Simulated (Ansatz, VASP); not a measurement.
## In in VASP and in Ansatz

```xyz
2
Lattice="0.0000 3.2521 3.2521 3.2521 0.0000 3.2521 3.2521 3.2521 0.0000" Properties=species:S:1:pos:R:3 pbc="T T T"
In   -0.4716   -1.1545   -1.1545
In    0.4716    1.1545    1.1545
```

Change from the starting cell: shortest bond scaled by 0.58, crystal datasets.

Alike in both runs: task electric field gradients; functional PBE; k mesh 8 × 8 × 8; occupations fermi-dirac, width 0.05 eV; no spin polarisation.

|  | VASP | Ansatz |
| --- | --- | --- |
| version | VASP 6.6.1 | Ansatz 0.2.0 |
| potentials or method | VASP PAW PBE potentials, release 64 (In_d), cutoff 520 eV | all-electron PAW with datasets made for the crystal, scalar-relativistic |

Ansatz gave:

| Property | Result |
| --- | --- |
| pressure (GPa) | 95.1 |
| largest component of the traceless stress (GPa) | 99.33 |
| rms of the force components (eV/Å) | 45.734 |
| Vzz of the field gradient on the site that differs most (V/Å²) | -80.5 |

Task: Estimate VASP's values.

Result: Pressure (GPa): 60.3; largest component of the traceless stress (GPa): 64.39; rms of the force components (eV/Å): 29.886; Vzz of the field gradient on the site that differs most (V/Å²): -175.3.

Atom by atom the forces differ by 15.848 eV/Å (rms over components). Ansatz ran all-electron here, so the differences hold the error of VASP's frozen core and of both bases. Ansatz warned: «gradients_without_spin_orbit».

Caveats: the cell as given lies far from equilibrium; so large a pressure means that the cell lies far from this level's equilibrium, or that cutoff or potentials fall short (VASP); forces of over 1 eV/Å show positions far from the minimum, so gaps and moduli don't describe the material at rest.
